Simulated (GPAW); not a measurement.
# CdSe (F-43m) in GPAW: convergence with k mesh

Aim: find how far k mesh must go before the results for CdSe settle, at r2SCAN. This setting moves, with any that are tied to it; all else stays.

Program: GPAW 26.7.0. These are calculated values, not measurements. Logs are shortened: lines on timing, memory, paths and dates and some standing lists are left out, and cuts for length are marked. The log counts tension as positive stress, the text compression.

## (1) The cell of the first run

It takes space group F-43m (No. 216, cubic). The conventional cell has a = 5.972 Å, b = 5.972 Å, c = 5.972 Å, α = 90.00°, β = 90.00°, γ = 90.00°. Cd (site symmetry -43m) has 4 Se at 2.59 Å as nearest neighbours. Around Se (site symmetry -43m) lie 4 Cd at 2.59 Å.

Measurements of this composition are mostly on another form, of space group No. 186.

The cell isn't the ideal one: volume scaled by 0.92.

## (2) With k mesh 2 × 2 × 2

Input file run.py:

```python
import numpy as np
from ase.dft.bandgap import bandgap
from ase.io import read, write
from ase.units import Ha
from gpaw import GPAW, PW
from gpaw.hybrids.energy import non_self_consistent_energy
from gpaw.new.pw.nschse import non_self_consistent_matrix_elements

atoms = read('CdSe.cif')

calc = GPAW(mode=PW(400),
            xc='MGGA_X_R2SCAN+MGGA_C_R2SCAN',
            kpts={'size': (2, 2, 2), 'gamma': True},
            occupations={'name': 'fermi-dirac', 'width': 0.001},
            nbands=18,
            convergence={'density': 1e-06, 'bands': 16},
            maxiter=150,
            txt='gpaw.txt')
atoms.calc = calc
energy = atoms.get_potential_energy()
calc.write('gs.gpw')
write('result.traj', atoms)
print(f'Energy: {energy:.6f} eV')
print('Fermi level:', round(calc.get_fermi_level(), 4), 'eV')
print(f'Gap: {bandgap(calc)[0]:.4f} eV, direct: {bandgap(calc, direct=True)[0]:.4f} eV')

calc.write('wfs.gpw', mode='all')
eps = calc.eigenvalues()
free = calc.get_potential_energy(force_consistent=True)
semilocal_x = free + calc.get_xc_difference('MGGA_X_R2SCAN')  # without correlation
exact_x = non_self_consistent_energy(calc, 'EXX').sum()
h_x = non_self_consistent_matrix_elements(GPAW('wfs.gpw').dft, 'MGGA_X_R2SCAN')
h_exx = non_self_consistent_matrix_elements(GPAW('wfs.gpw').dft, 'EXX')
shift = np.einsum('sknn->skn', h_exx - h_x).real * Ha
np.savetxt('shift.dat', shift[..., :16].reshape((-1, 16)), fmt='%.4f')
occupied = eps < calc.get_fermi_level()
for name, a in {'r2SCAN0': 0.25, 'r2SCANh': 0.1, 'r2SCAN50': 0.5}.items():
    levels = (eps + a * shift)[..., :16]
    gap = levels[~occupied[..., :16]].min() - levels[occupied[..., :16]].max()
    print(f'{name}: share {a}, energy {free + a * (exact_x - semilocal_x):.6f} eV, gap {gap:.4f} eV')
```

Input file CdSe.cif:

```cif
data_CdSe
_cell_length_a 4.22299933
_cell_length_b 4.22299933
_cell_length_c 4.22299933
_cell_angle_alpha 60.00000000
_cell_angle_beta 60.00000000
_cell_angle_gamma 60.00000000
_space_group_name_H-M_alt 'P1'
_space_group_name_Hall 'P 1'
_space_group_IT_number 1
loop_
_space_group_symop_operation_xyz
'x,y,z'
loop_
_atom_site_label
_atom_site_type_symbol
_atom_site_symmetry_multiplicity
_atom_site_Wyckoff_symbol
_atom_site_fract_x
_atom_site_fract_y
_atom_site_fract_z
_atom_site_occupancy
Cd1 Cd 1 a 0.0000000000 0.0000000000 0.0000000000 1
Se1 Se 1 a 0.2500000000 0.2500000000 0.2500000000 1
```

Potentials or basis: GPAW PAW data sets (gpaw-data 1.2.1), pw.

Run with:

```bash
OMP_NUM_THREADS=1 python run.py
```

gpaw.txt:

```text
__  _  _
 | _ |_)|_||  |
 |__||  | ||/\| - 26.7.0

Input parameters:
  mode=PW(ecut=400.0),
  convergence={'density': 1e-06, 'bands': 16},
  kpts=MonkhorstPack(size=(2, 2, 2), gamma=True),
  maxiter=150,
  nbands=18,
  occupations=Occupations(name='fermi-dirac', width=0.001),
  xc=XC(name='MGGA_X_R2SCAN+MGGA_C_R2SCAN')

Diagonalizing LCAO Hamiltonian
Converting LCAO to pw mode

             Se
       Cd

Atoms  # Å, Bohr magnetons
|   | symbol |        x |        y |        z |    initial magnetic moments |
|---|--------|----------|----------|----------|-----------------------------|
| 0 |     Cd | 0.000000 | 0.000000 | 0.000000 | ( 0.0000,  0.0000,  0.0000) |
| 1 |     Se | 2.111500 | 1.219075 | 0.862016 | ( 0.0000,  0.0000,  0.0000) |

Unit cell  # Å
| periodic |        x |        y |        z |  lengths |    angles |
|----------|----------|----------|----------|----------|-----------|
|      yes | 4.222999 | 0.000000 | 0.000000 | 4.222999 | 60.000000 |
|      yes | 2.111500 | 3.657225 | 0.000000 | 4.222999 | 60.000000 |
|      yes | 2.111500 | 1.219075 | 3.448065 | 4.222999 | 60.000000 |

Number of symmetries: 24
Symmetry operations  # r_c * U_cc + t_c -> r_c
|    | kind |            matrix            |
|----|------|------------------------------|
|  0 |  E   |  1, 0, 0,  0, 1, 0,  0, 0, 1 |
|  1 |  σ   |  1, 0, 0,  0, 0, 1,  0, 1, 0 |
|  2 |  σ   |  1, 0,-1,  0, 1,-1,  0, 0,-1 |
|  3 |  C3  |  1, 0,-1,  0, 0,-1,  0, 1,-1 |
|  4 |  C3  |  1,-1, 0,  0,-1, 1,  0,-1, 0 |
|  5 |  σ   |  1,-1, 0,  0,-1, 0,  0,-1, 1 |
|  6 |  σ   |  0, 1, 0,  1, 0, 0,  0, 0, 1 |
|  7 |  C3  |  0, 1, 0,  0, 0, 1,  1, 0, 0 |
|  8 |  C2  |  0, 1,-1,  1, 0,-1,  0, 0,-1 |
|  9 |  S4  |  0, 1,-1,  0, 0,-1,  1, 0,-1 |
| 10 |  C3  |  0, 0, 1,  1, 0, 0,  0, 1, 0 |
| 11 |  σ   |  0, 0, 1,  0, 1, 0,  1, 0, 0 |
| 12 |  S4  |  0, 0,-1,  1, 0,-1,  0, 1,-1 |
| 13 |  C3  |  0, 0,-1,  0, 1,-1,  1, 0,-1 |
| 14 |  S4  |  0,-1, 1,  1,-1, 0,  0,-1, 0 |
| 15 |  C2  |  0,-1, 1,  0,-1, 0,  1,-1, 0 |
| 16 |  C3  |  0,-1, 0,  1,-1, 0,  0,-1, 1 |
| 17 |  S4  |  0,-1, 0,  0,-1, 1,  1,-1, 0 |
| 18 |  S4  | -1, 1, 0, -1, 0, 1, -1, 0, 0 |
| 19 |  C3  | -1, 1, 0, -1, 0, 0, -1, 0, 1 |
| 20 |  C3  | -1, 0, 1, -1, 1, 0, -1, 0, 0 |
| 21 |  S4  | -1, 0, 1, -1, 0, 0, -1, 1, 0 |
| 22 |  σ   | -1, 0, 0, -1, 1, 0, -1, 0, 1 |
| 23 |  C2  | -1, 0, 0, -1, 0, 1, -1, 1, 0 |

BZ-sampling:
  Number of BZ points: 8
  Number of IBZ points: 3

  Monkhorst-Pack size: [2, 2, 2]
  Monkhorst-Pack shift: [0.25, 0.25, 0.25]

K-points  # in reciprocal-cell coordinates
|   |                                coordinates |     weight |
|---|--------------------------------------------|------------|
| 0 | (  0.00000000,   0.00000000,   0.00000000) | 0.12500000 |
| 1 | (  0.50000000,   0.50000000,   0.00000000) | 0.37500000 |
| 2 | (  0.50000000,   0.50000000,   0.50000000) | 0.50000000 |

Plane wave coefficients: 982
Cutoff: 400.0 eV

Spin-components: 1 (collinear spins)
Bands:           18
Projectors:      11
Spin-degeneracy: 2
Datatype:        complex128

Density:
  Valence electrons: 18.0
  Components: 1
  Grid points: [20 20 20]
  Charge: 0.0  # |e|

Potential:
  Grid points: [20 20 20]

species:
  Cd:
    name:    Cadmium
    Z:       48.0
    valence: 12
    core:    36
    charge:  0.0  # [|e|]
    compensation charges:
      type: gauss
      rc: 0.38  # [Å]
      lmax: 2
    cutoffs:
      filter: 2.12  # [Å]
      core: 2.62  # [Å]
    projectors
    | kind |    occ | energy [eV] | rcut [Å] |
    |------|--------|-------------|----------|
    |   5s |  2.000 |      -5.655 |    1.191 |
    |   5p |  0.000 |      -1.186 |    1.228 |
    |   4d | 10.000 |     -11.739 |    1.164 |
    |    s |        |      21.556 |    1.191 |
    |    p |        |      26.026 |    1.228 |
    |    d |        |      15.473 |    1.164 |

    Using partial waves for Cd as LCAO basis

  Se:
    name:    Selenium
    Z:       34.0
    valence: 6
    core:    28
    charge:  0.0  # [|e|]
    compensation charges:
      type: gauss
      rc: 0.27  # [Å]
      lmax: 2
    cutoffs:
      filter: 1.77  # [Å]
      core: 2.67  # [Å]
    projectors
    | kind |    occ | energy [eV] | rcut [Å] |
    |------|--------|-------------|----------|
    |   4s |  2.000 |     -17.277 |    0.847 |
    |   4p |  4.000 |      -6.512 |    1.005 |
    |    s |        |       9.935 |    0.847 |
    |    p |        |      20.699 |    1.005 |
    |    d |        |       0.000 |    0.847 |

    Using partial waves for Se as LCAO basis

Reference energy: -218276.650467  # eV

eigensolver:
  PPCG
  Converge bands: 16
  niter=2

density mixing:
  MSR1-Mixer
  Pratt-step length: 0.05
  Maximum mixing coefficient: 0.75
  Old densities: 10
  SVD Regularization: 0.005
  Good broyden scale: 1.0
  Trust region scale: 1.0
  Backstep threshold: 4.0
  History deletion threshold: 6.0
  Fourier metric: weight=20.0, sigma=0.015

occupation numbers:
  Fermi-Dirac:
    width: 0.0010  # eV

poisson solver:
  ecut: 3200.0  # eV

xc functional:
  name: MGGA_X_R2SCAN+MGGA_C_R2SCAN with 2 nearest neighbor stencil

convergence criteria:
- Maximum integral of absolute [dens]ity change: 1e-06 electrons / valence electron
- Maximum [total energy] change in last 3 cyles: 0.0005 eV / valence electron
- Maximum integral of absolute [eigenst]ate change: 4e-08 eV^2 / valence electron
maximum number of iterations: 150

SCF iterations
|iter     | |      energy | eigst |  dens |
|---------|-|-------------|-------|-------|
|iter:   1| |  -29.992150 | +1.90 |       |
|iter:   2| |  -28.041340 | +0.15 | -1.08 |
|iter:   3| |  -28.154885 | -0.58 | -1.08 |
|iter:   4| |  -27.667504 | -1.15 | -1.12 |
|iter:   5| |  -27.672406 | -2.32 | -1.81 |
|iter:   6| |  -27.676903 | -0.67 | -2.06 |
|iter:   7| |  -27.676871c| -2.49 | -3.18 |
|iter:   8| |  -27.676876c| -3.97 | -3.69 |
|iter:   9| |  -27.676875c| -5.58 | -4.25 |
|iter:  10| |  -27.676875c| -7.46c| -5.35 |
|iter:  11| |  -27.676875c| -7.77c| -5.72 |
|iter:  12| |  -27.676875c| -8.31c| -6.30c|

Converged in 12 steps
Energy contributions relative to reference atoms: (reference = -218276.650467)

Energy contributions:
  Kinetic:          40.061577
  Coulomb:         -33.846699
  Zero:              0.008405
  External:          0.000000
  Xc:              -33.900158
  Entropy:          -0.000000
  Spinorbit:         0.000000
  ----------------------------
  Free energy:     -27.676875
  Extrapolated:    -27.676875

dipole moment: (-32.076898, -18.519606, -13.095339)  # |e|*Ang

Fermi level: 5.225
Eigenvalues  # (at kpt = [0.000, 0.000, 0.000])
| band index |      eig [eV] | occ [0-2] |
|------------|---------------|-----------|
|          0 |        -9.042 |     2.000 |
|          1 |        -4.419 |     2.000 |
|          2 |        -4.419 |     2.000 |
|          3 |        -4.419 |     2.000 |
|          4 |        -3.972 |     2.000 |
|          5 |        -3.972 |     2.000 |
[... 10 lines left out ...]
|         16 |        16.745 |     0.000 |
|         17 |        16.745 |     0.000 |

Gap: 1.028 eV
Transition (v -> c):
  (s=0, k=0, n=8, [0.00, 0.00, 0.00]) -> (s=0, k=0, n=9, [0.00, 0.00, 0.00])
No difference between direct/indirect transitions
# Writing to gs.gpw (mode='')

# Writing to wfs.gpw (mode='all')
```

shift.dat:

```text
-7.6338 -8.6437 -8.6437 -8.6436 -8.6646 -8.6646 -4.0459 -4.0460 -4.0460 2.8201 2.9307 2.9308 2.9308 3.5107 3.4739 3.4739
-7.6298 -8.5452 -8.6888 -8.6887 -8.6852 -8.3831 -4.6946 -4.2822 -4.2822 2.3160 2.8896 3.4724 3.8372 3.8371 3.7645 3.6646
-7.6251 -8.6475 -8.6475 -8.6809 -8.6809 -8.4898 -4.6388 -4.1361 -4.1361 2.8874 2.9328 2.9328 3.0004 3.3413 3.6687 3.6687
```

Wall time 7.9 s (1 thread of Intel Xeon at 2.60GHz (Ice Lake), shared host); peak memory 0.41 GiB.

What came out:

```
Free energy            : -27.6769 eV
Band gap on the k mesh : 1.03 eV, direct
```

## (3) With k mesh 3 × 3 × 3

Changes to run.py since step 2:

```diff
@@ -12,3 +12,3 @@
             xc='MGGA_X_R2SCAN+MGGA_C_R2SCAN',
-            kpts={'size': (2, 2, 2), 'gamma': True},
+            kpts={'size': (3, 3, 3), 'gamma': True},
             occupations={'name': 'fermi-dirac', 'width': 0.001},
```

CdSe.cif is that of step 2.

Potentials or basis: GPAW PAW data sets (gpaw-data 1.2.1), pw.

Run with:

```bash
OMP_NUM_THREADS=1 python run.py
```

Run time: 14 s. Hardware: 1 thread of Intel Xeon at 2.60GHz (Ice Lake), shared host; peak memory 0.39 GiB.

Results (log left out):

- Free energy: -28.6200 eV
- Band gap on the k mesh: 1.14 eV, direct

## (4) With k mesh 4 × 4 × 4

Changes to run.py since step 3:

```diff
@@ -12,3 +12,3 @@
             xc='MGGA_X_R2SCAN+MGGA_C_R2SCAN',
-            kpts={'size': (3, 3, 3), 'gamma': True},
+            kpts={'size': (4, 4, 4), 'gamma': True},
             occupations={'name': 'fermi-dirac', 'width': 0.001},
```

CdSe.cif is that of step 3.

Run with:

```bash
OMP_NUM_THREADS=1 python run.py
```

It took 37 s on 1 thread of Intel Xeon at 2.60GHz (Ice Lake), shared host; peak memory 0.49 GiB.

The run converged. Its results:

```
Free energy            : -28.7768 eV
Band gap on the k mesh : 1.17 eV, direct
```

## (5) With k mesh 5 × 5 × 5

Changes to run.py since step 4:

```diff
@@ -12,3 +12,3 @@
             xc='MGGA_X_R2SCAN+MGGA_C_R2SCAN',
-            kpts={'size': (4, 4, 4), 'gamma': True},
+            kpts={'size': (5, 5, 5), 'gamma': True},
             occupations={'name': 'fermi-dirac', 'width': 0.001},
```

CdSe.cif is that of step 4.

Run with:

```bash
OMP_NUM_THREADS=1 python run.py
```

Run time: 78 s. Hardware: 1 thread of Intel Xeon at 2.60GHz (Ice Lake), shared host; peak memory 0.57 GiB.

The run converged. Its results:

* Free energy: -28.8080 eV
* Band gap on the k mesh: 1.18 eV, direct

## (6) With k mesh 6 × 6 × 6

Changes to run.py since step 5:

```diff
@@ -12,3 +12,3 @@
             xc='MGGA_X_R2SCAN+MGGA_C_R2SCAN',
-            kpts={'size': (5, 5, 5), 'gamma': True},
+            kpts={'size': (6, 6, 6), 'gamma': True},
             occupations={'name': 'fermi-dirac', 'width': 0.001},
```

CdSe.cif is that of step 5.

Potentials or basis: GPAW PAW data sets (gpaw-data 1.2.1), pw.

Run with:

```bash
OMP_NUM_THREADS=1 python run.py
```

Run time: 3.2 min. Hardware: 1 thread of Intel Xeon at 2.60GHz (Ice Lake), shared host; peak memory 0.69 GiB.

It converged, with:

| Property | Result |
| --- | --- |
| Free energy | -28.8164 eV |
| Band gap on the k mesh | 1.18 eV, direct |

## (7) The series at a glance

```csv
k mesh,"energy less the tightest run, at zero smearing (meV/atom)",gap on the mesh (eV),SCF cycles,CPU time (s),peak memory (GiB)
2 × 2 × 2,569.74,1.028,12,7.9,0.41
3 × 3 × 3,98.18,1.141,13,14,0.39
4 × 4 × 4,19.78,1.170,13,37,0.49
5 × 5 × 5,4.19,1.178,13,78,0.57
6 × 6 × 6,0.00,1.181,12,190,0.69
```

Against the tightest run, the gap on the mesh stays within 0.01 eV from 5 × 5 × 5 on. Not settled before the last step: the energy (to 1 meV/atom). Meshes of other sizes hit other points, so gaps and Fermi surfaces needn't settle smoothly. The tightest run that finished is the yardstick and may itself not be fully converged.

Caveats: energy and the plain gap are those of the semilocal run; the hybrids' values are one shot on its orbitals and mesh.
